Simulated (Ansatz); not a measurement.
Born–Oppenheimer molecular dynamics of a periodic cell of 30 atoms, HC4 (surface C(111), underside capped with H). It goes on from the last frame of an earlier run, with new velocities.

Theory: DFT PBE, scalar-relativistic, plane waves, PAW (Ansatz 0.2.0). Settings: accuracy low, PAW set soft_1, cutoff 420 eV, k mesh 2x3x1, fermi-dirac smearing 0.02 eV, no spin polarisation.

```yaml
ensemble: NVT, Langevin thermostat
time_step: 0.5 fs
steps_asked: 100
set_temperature: 1800 K
friction: 0.05 /fs
atoms_held: 1 to 18
seed: 337732
```

Frames 0.5 fs apart, positions in Å.

Velocities at 30 fs (Å/ps):

```
H 0.00 0.00 0.00
H 0.00 0.00 0.00
H 0.00 0.00 0.00
H 0.00 0.00 0.00
H 0.00 0.00 0.00
H 0.00 0.00 0.00
C 0.00 0.00 0.00
C 0.00 0.00 0.00
C 0.00 0.00 0.00
C 0.00 0.00 0.00
C 0.00 0.00 0.00
C 0.00 0.00 0.00
C 0.00 0.00 0.00
C 0.00 0.00 0.00
C 0.00 0.00 0.00
C 0.00 0.00 0.00
C 0.00 0.00 0.00
C 0.00 0.00 0.00
C 6.20 2.39 8.46
C -1.78 -5.66 17.68
C -14.76 4.23 10.48
C 11.84 13.28 -0.33
C -3.12 3.18 23.27
C -32.85 -11.91 1.36
C -11.36 8.18 -3.51
C 0.78 -15.68 7.83
C -23.17 1.14 8.16
C -6.74 3.06 -4.17
C -5.39 2.92 -9.06
C 7.45 16.34 11.88
```

```xyz
30
Lattice="7.5731 0.0000 0.0000 2.5244 4.3723 0.0000 0.0000 0.0000 15.6764" Properties=species:S:1:pos:R:3 time_fs=30 energy_less_start_eV=0.759 T=1880
H 1.262 0.729 1.000
H 3.787 0.729 1.000
H 6.311 0.729 1.000
H 2.524 2.915 1.000
H 5.049 2.915 1.000
H 7.573 2.915 1.000
C 1.262 0.729 2.100
C 3.787 0.729 2.100
C 6.311 0.729 2.100
C 2.524 2.915 2.100
C 5.049 2.915 2.100
C 7.573 2.915 2.100
C 0.000 1.457 2.615
C 2.524 1.457 2.615
C 5.049 1.457 2.615
C 1.262 3.644 2.615
C 3.787 3.644 2.615
C 6.311 3.644 2.615
C -0.068 1.453 4.766
C 2.568 1.517 4.365
C 5.078 1.456 4.189
C 1.239 3.591 4.190
C 3.713 3.593 4.499
C 6.243 3.615 4.176
C -0.088 -0.111 4.779
C 2.419 -0.013 4.368
C 4.986 -0.071 4.565
C 1.312 2.129 4.794
C 3.803 2.142 4.727
C 6.298 2.180 4.539
30
Lattice="7.5731 0.0000 0.0000 2.5244 4.3723 0.0000 0.0000 0.0000 15.6764" Properties=species:S:1:pos:R:3 time_fs=30.5 energy_less_start_eV=0.760 T=1848
H 1.262 0.729 1.000
H 3.787 0.729 1.000
H 6.311 0.729 1.000
H 2.524 2.915 1.000
H 5.049 2.915 1.000
H 7.573 2.915 1.000
C 1.262 0.729 2.100
C 3.787 0.729 2.100
C 6.311 0.729 2.100
C 2.524 2.915 2.100
C 5.049 2.915 2.100
C 7.573 2.915 2.100
C 0.000 1.457 2.615
C 2.524 1.457 2.615
C 5.049 1.457 2.615
C 1.262 3.644 2.615
C 3.787 3.644 2.615
C 6.311 3.644 2.615
C -0.065 1.456 4.770
C 2.568 1.514 4.373
C 5.069 1.458 4.196
C 1.245 3.599 4.191
C 3.711 3.594 4.511
C 6.227 3.608 4.178
C -0.093 -0.106 4.778
C 2.419 -0.020 4.371
C 4.974 -0.070 4.569
C 1.309 2.132 4.792
C 3.800 2.144 4.724
C 6.300 2.188 4.544
30
Lattice="7.5731 0.0000 0.0000 2.5244 4.3723 0.0000 0.0000 0.0000 15.6764" Properties=species:S:1:pos:R:3 time_fs=31 energy_less_start_eV=0.779 T=2158
H 1.262 0.729 1.000
H 3.787 0.729 1.000
H 6.311 0.729 1.000
H 2.524 2.915 1.000
H 5.049 2.915 1.000
H 7.573 2.915 1.000
C 1.262 0.729 2.100
C 3.787 0.729 2.100
C 6.311 0.729 2.100
C 2.524 2.915 2.100
C 5.049 2.915 2.100
C 7.573 2.915 2.100
C 0.000 1.457 2.615
C 2.524 1.457 2.615
C 5.049 1.457 2.615
C 1.262 3.644 2.615
C 3.787 3.644 2.615
C 6.311 3.644 2.615
C -0.060 1.460 4.774
C 2.570 1.511 4.381
C 5.059 1.460 4.204
C 1.249 3.608 4.192
C 3.708 3.595 4.522
C 6.210 3.603 4.180
C -0.097 -0.100 4.777
C 2.418 -0.025 4.372
C 4.963 -0.067 4.573
C 1.306 2.136 4.790
C 3.799 2.144 4.721
C 6.302 2.195 4.550
30
Lattice="7.5731 0.0000 0.0000 2.5244 4.3723 0.0000 0.0000 0.0000 15.6764" Properties=species:S:1:pos:R:3 time_fs=31.5 energy_less_start_eV=0.806 T=2076
H 1.262 0.729 1.000
H 3.787 0.729 1.000
H 6.311 0.729 1.000
H 2.524 2.915 1.000
H 5.049 2.915 1.000
H 7.573 2.915 1.000
C 1.262 0.729 2.100
C 3.787 0.729 2.100
C 6.311 0.729 2.100
C 2.524 2.915 2.100
C 5.049 2.915 2.100
C 7.573 2.915 2.100
C 0.000 1.457 2.615
C 2.524 1.457 2.615
C 5.049 1.457 2.615
C 1.262 3.644 2.615
C 3.787 3.644 2.615
C 6.311 3.644 2.615
C -0.053 1.464 4.779
C 2.571 1.507 4.387
C 5.049 1.461 4.214
C 1.252 3.617 4.194
C 3.705 3.596 4.533
C 6.193 3.599 4.182
C -0.100 -0.091 4.775
C 2.416 -0.030 4.373
C 4.951 -0.065 4.577
C 1.304 2.141 4.787
C 3.797 2.145 4.718
C 6.304 2.201 4.558
30
Lattice="7.5731 0.0000 0.0000 2.5244 4.3723 0.0000 0.0000 0.0000 15.6764" Properties=species:S:1:pos:R:3 time_fs=32 energy_less_start_eV=0.836 T=2087
H 1.262 0.729 1.000
H 3.787 0.729 1.000
H 6.311 0.729 1.000
H 2.524 2.915 1.000
H 5.049 2.915 1.000
H 7.573 2.915 1.000
C 1.262 0.729 2.100
C 3.787 0.729 2.100
C 6.311 0.729 2.100
C 2.524 2.915 2.100
C 5.049 2.915 2.100
C 7.573 2.915 2.100
C 0.000 1.457 2.615
C 2.524 1.457 2.615
C 5.049 1.457 2.615
C 1.262 3.644 2.615
C 3.787 3.644 2.615
C 6.311 3.644 2.615
C -0.044 1.468 4.784
C 2.572 1.501 4.393
C 5.038 1.461 4.223
C 1.256 3.624 4.197
C 3.702 3.599 4.544
C 6.177 3.595 4.184
C -0.102 -0.081 4.774
C 2.413 -0.033 4.373
C 4.941 -0.062 4.580
C 1.302 2.145 4.783
C 3.798 2.145 4.715
C 6.309 2.205 4.566
30
Lattice="7.5731 0.0000 0.0000 2.5244 4.3723 0.0000 0.0000 0.0000 15.6764" Properties=species:S:1:pos:R:3 time_fs=32.5 energy_less_start_eV=0.884 T=2030
H 1.262 0.729 1.000
H 3.787 0.729 1.000
H 6.311 0.729 1.000
H 2.524 2.915 1.000
H 5.049 2.915 1.000
H 7.573 2.915 1.000
C 1.262 0.729 2.100
C 3.787 0.729 2.100
C 6.311 0.729 2.100
C 2.524 2.915 2.100
C 5.049 2.915 2.100
C 7.573 2.915 2.100
C 0.000 1.457 2.615
C 2.524 1.457 2.615
C 5.049 1.457 2.615
C 1.262 3.644 2.615
C 3.787 3.644 2.615
C 6.311 3.644 2.615
C -0.034 1.471 4.787
C 2.573 1.493 4.397
C 5.026 1.462 4.233
C 1.258 3.632 4.202
C 3.699 3.603 4.554
C 6.161 3.592 4.185
C -0.105 -0.071 4.772
C 2.410 -0.037 4.374
C 4.931 -0.060 4.584
C 1.300 2.151 4.779
C 3.799 2.146 4.713
C 6.313 2.209 4.574
30
Lattice="7.5731 0.0000 0.0000 2.5244 4.3723 0.0000 0.0000 0.0000 15.6764" Properties=species:S:1:pos:R:3 time_fs=33 energy_less_start_eV=0.950 T=1995
H 1.262 0.729 1.000
H 3.787 0.729 1.000
H 6.311 0.729 1.000
H 2.524 2.915 1.000
H 5.049 2.915 1.000
H 7.573 2.915 1.000
C 1.262 0.729 2.100
C 3.787 0.729 2.100
C 6.311 0.729 2.100
C 2.524 2.915 2.100
C 5.049 2.915 2.100
C 7.573 2.915 2.100
C 0.000 1.457 2.615
C 2.524 1.457 2.615
C 5.049 1.457 2.615
C 1.262 3.644 2.615
C 3.787 3.644 2.615
C 6.311 3.644 2.615
C -0.024 1.474 4.790
C 2.575 1.484 4.401
C 5.014 1.464 4.242
C 1.260 3.639 4.205
C 3.696 3.607 4.564
C 6.147 3.589 4.185
C -0.107 -0.061 4.771
C 2.406 -0.041 4.374
C 4.922 -0.059 4.587
C 1.298 2.157 4.777
C 3.803 2.149 4.709
C 6.317 2.211 4.582
```

Of the whole run (50 fs, mean temperature of the second half 1855 K): A run of 0.05 ps of so small a system gives no equilibrium averages. Limits of this set-up: coarse k mesh, thin slab, slab without dipole correction, low accuracy level.

Run time: 22 min on 1 thread of Arm Neoverse V1, with other jobs on the host, peak memory 0.77 GiB.
